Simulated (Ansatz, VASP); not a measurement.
**MnS, level by level in two programs**

```
Mn S
1.0
     0.00000    2.58702    2.58702
     2.58702    0.00000    2.58702
     2.58702    2.58702    0.00000
Mn S
1 1
Direct
  0.00000 0.00000 0.00000
  0.50000 0.50000 0.50000
```

Change from the starting cell: volume scaled by 0.98.

Single points on this cell with VASP 6.6.1 and Ansatz 0.2.0. Each row is one pair of runs. Alike in all rows: spin: collinear, ferromagnetic start; k mesh: 9 × 9 × 9; smearing: fermi-dirac, width 0.05 eV; VASP's potentials, cutoff: VASP PAW PBE potentials, release 64 (Mn_pv, S), 520 eV.

```csv
level,"Ansatz's potentials, cutoff","gap on the k mesh at the Fermi level (eV), VASP","gap on the k mesh at the Fermi level (eV), Ansatz","pressure (GPa), VASP","pressure (GPa), Ansatz","net moment per atom (μB), VASP","net moment per atom (μB), Ansatz"
PBE,"Ansatz PAW, 420 eV",none,none,-1.8,-1.8,2.33,2.33
PBE,"PseudoDojo stringent (PBE files), 1769 eV",none,none,-1.8,-1.7,2.33,2.34
PBE,"Ansatz PAW polarizable, 420 eV",none,none,-1.8,-1.8,2.33,2.33
PBEsol,"Ansatz PAW, 420 eV",none,none,-6.3,-6.4,2.32,2.32
```

Pressure (GPa): the two programs differ by at most 0.13; net moment per atom (μB): the two programs differ by at most 0.003.

A gap of «none» marks a metal or a gap that the smearing closes.

Caveats: a cell with one magnetic atom can't hold antiferromagnetic order, which such compounds often take (some rows); semilocal functionals often make such compounds metallic where correlation or magnetic order opens a gap, which also shifts bond lengths (some rows); the PAW data sets were made with another functional, which shifts forces and pressure a little (VASP); the PAW data sets come from PBE, with cores solved anew for the run's functional, which leaves a small shift of forces and pressure (Ansatz).
